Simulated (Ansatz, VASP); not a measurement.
## InAs in VASP and in Ansatz

Contents of INCAR:

```
ALGO = Normal ; EDIFF = 1E-7
ENCUT = 520 ; GGA = PE
ISIF = 2 ; ISMEAR = 0
LASPH = True ; LCHARG = False
LREAL = False ; LWAVE = False
NBANDS = 16 ; NELM = 100
PREC = Accurate ; SIGMA = 0.15
```

KPOINTS

```
k-points
0
Gamma
  12 12 12
```

POSCAR

```
InAs
1.0
    0.0000000000      3.0933796587      3.0933796587
    3.0933796587      0.0000000000      3.0933796587
    3.0933796587      3.0933796587      0.0000000000
In As
1 1
Direct
    0.0000000000      0.0000000000      0.0000000000
    0.7500000000      0.7500000000      0.7500000000
```

Input for Ansatz:

```yaml
crystal:
  lattice:
    - [0.0, 3.0933796587, 3.0933796587]
    - [3.0933796587, 0.0, 3.0933796587]
    - [3.0933796587, 3.0933796587, 0.0]
  atoms:
    - { symbol: In, position: [0.0, 0.0, 0.0] }
    - { symbol: As, position: [0.75, 0.75, 0.75] }
basis:
  ecutwfc: 420
kpoints:
  mp_grid: { grid: [12, 12, 12] }
hamiltonian:
  xc: pbe
scf:
  occupations: { method: gaussian, width: 0.15 }
output:
  forces: true
  stress: true
  eigenvalues: true
```

Alike in both runs: task single point; functional PBE; k mesh 12 × 12 × 12; occupations gaussian, width 0.15 eV; no spin polarisation.

```csv
,VASP,Ansatz
version,VASP 6.6.1,Ansatz 0.2.0
potentials or method,"VASP PAW PBE potentials, release 64 (In_d, As)","scalar-relativistic, plane waves, PAW"
plane-wave cutoff (eV),520,420
valence electrons in the cell,18,28
```

```csv
,VASP,Ansatz,Ansatz less VASP
gap on the k mesh at the Fermi level (eV),none,none,-
pressure (GPa),0.0,0.0,-0.05
```

A gap of «none» marks a metal or a gap that the smearing closes. The two sets of potentials don't hold the same shells in valence.

Caveats: this crystal is a semiconductor, whose small gap the functional closes, so the metal is an error of the method.
